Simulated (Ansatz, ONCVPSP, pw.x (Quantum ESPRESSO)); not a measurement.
## What a changed setting does to a pw.x run (sc Te)

Potential: optimised norm-conserving Vanderbilt (ONCV), ONCVPSP 4.0.1, PBE; core [Kr] 4d10, reference 5s2 5p2; waves: 5s: rc 1.85 bohr, ncon 4, nbas 7, qcut 2.8 1/bohr, 2 projectors, debl 4 Ha; 5p: rc 2.05 bohr, ncon 5, nbas 8, qcut 4.4 1/bohr, 2 projectors, debl 1.1 Ha; d scattering state at 0.08 Ha: rc 2.25 bohr, ncon 4, nbas 7, qcut 5 1/bohr, 2 projectors, debl 1.7 Ha; local part: polynomial inside 1.85 bohr (lpopt 5, dvloc0 4 Ha); core correction: polynomial model core, fcfact 0.3. In the d channel the program set the typed energies aside and used 0.050, 1.750 Ha.

The reference run (k-mesh 10³, cutoffs 85/340 Ry, Fermi–Dirac 0.01 Ry, mixing_beta 0.4, conv_thr 1e-9, no spin) gives -0.27 GPa at 32.928 Å³/atom, where all-electron LAPW gives -0.11 GPa. This run, with its own iteration cap, changes degauss to 0.005.

```
&control
  calculation='scf', prefix='x', pseudo_dir='./', outdir='./tmp', tstress=.true., disk_io='none'
/
&system
  ibrav=0, nat=1, ntyp=1, ecutwfc=85, ecutrho=340, nbnd=10,
  occupations='smearing', smearing='fd', degauss=0.005
/
&electrons
  conv_thr=1e-09, mixing_beta=0.4, electron_maxstep=70
/
ATOMIC_SPECIES
Te 1.0 Te.UPF
CELL_PARAMETERS angstrom
  3.20519988 0.00000000 0.00000000
  0.00000000 3.20519988 0.00000000
  0.00000000 0.00000000 3.20519988
ATOMIC_POSITIONS crystal
Te 0.0000 0.0000 0.0000
K_POINTS automatic
10 10 10 0 0 0
```

```bash
pw.x < Te.scf.in > Te.scf.out
```

Task: How does the run end?

Result: It converges in 9 iterations; the free energy moves by +13.5 meV/atom and the pressure by -0.04 GPa. In a metal, with Fermi–Dirac smearing, F lies below its zero-width value by a term in the square of the width.

```
Message from routine setup:
     using ibrav=0 with symmetry is DISCOURAGED, use correct ibrav instead
     lattice parameter (alat)  =       6.0569  a.u.
     unit-cell volume          =     222.2092 (a.u.)^3
     number of electrons       =         6.00
     number of Kohn-Sham states=           10
     kinetic-energy cutoff     =      85.0000  Ry
     charge density cutoff     =     340.0000  Ry
     scf convergence threshold =      1.0E-09
     Exchange-correlation= PBE
     number of k points=    56  Fermi-Dirac smearing, width (Ry)=  0.0050
     iteration #  1     ecut=    85.00 Ry     beta= 0.40
     total energy              =     -22.29152401 Ry
     estimated scf accuracy    <       0.24416813 Ry
     iteration #  2     ecut=    85.00 Ry     beta= 0.40
     total energy              =     -22.26573473 Ry
     estimated scf accuracy    <       0.05832551 Ry
     iteration #  3     ecut=    85.00 Ry     beta= 0.40
     total energy              =     -22.27387631 Ry
     estimated scf accuracy    <       0.00026258 Ry
     [... 3 iterations left out ...]
     iteration #  7     ecut=    85.00 Ry     beta= 0.40
     total energy              =     -22.27399067 Ry
     estimated scf accuracy    <       0.00000001 Ry
     iteration #  8     ecut=    85.00 Ry     beta= 0.40
     total energy              =     -22.27399067 Ry
     estimated scf accuracy    <          3.7E-09 Ry
     iteration #  9     ecut=    85.00 Ry     beta= 0.40
     the Fermi energy is     6.5364 ev
!    total energy              =     -22.27399067 Ry
     estimated scf accuracy    <          2.5E-11 Ry
     smearing contrib. (-TS)   =      -0.00073573 Ry
     The total energy is F=E-TS. E is the sum of the following terms:
     one-electron contribution =       3.80358155 Ry
     hartree contribution      =       0.89678387 Ry
     xc contribution           =     -10.10990015 Ry
     ewald contribution        =     -16.86372021 Ry
     convergence has been achieved in   9 iterations
          total   stress  (Ry/bohr**3)                   (kbar)     P=       -3.18
     Message from routine punch:
     Nothing written, as per user request (disk_io='none')
```

The run took about 20 s on one core of a shared host (Intel(R) Xeon(R) Platinum 8259CL CPU @ 2.50GHz, 96 threads, 755 GiB, load 37).
